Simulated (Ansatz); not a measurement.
Start from ZnTe in the zinc blende structure (space group F-43m, No. 216; a = 6.1134 Å). Axes: x, y, z lie along the cube axes.

Level of theory: plane-wave PAW DFT at the r2SCAN level (Ansatz, an electronic-structure program, 500 eV), no spin-orbit coupling.

Base values:

```
Property            Result
-------------  -----------
Band gap           1.79 eV
Gap character  direct at Γ
```

Now apply this change: compressive biaxial strain of 4.07 % in the plane normal to [110], as in epitaxy on a mismatched substrate; the out-of-plane cell vector and the atoms relax.

### Question
Estimate the effect on the ratio −ε⊥/ε∥.

### Answer
The ratio −ε⊥/ε∥ comes out as 0.80.

### Question
What happens to the band gap?

### Answer
The band gap falls by 0.18 eV (1.79 eV → 1.61 eV).

### Question
How does this affect the gap character?

### Answer
The gap character becomes indirect, Γ → X (base: direct at Γ).

With Te present, leaving out spin-orbit coupling can change the band edges. No phonon test of stability was made. Labels are those of the standard path for the cell's own space group.
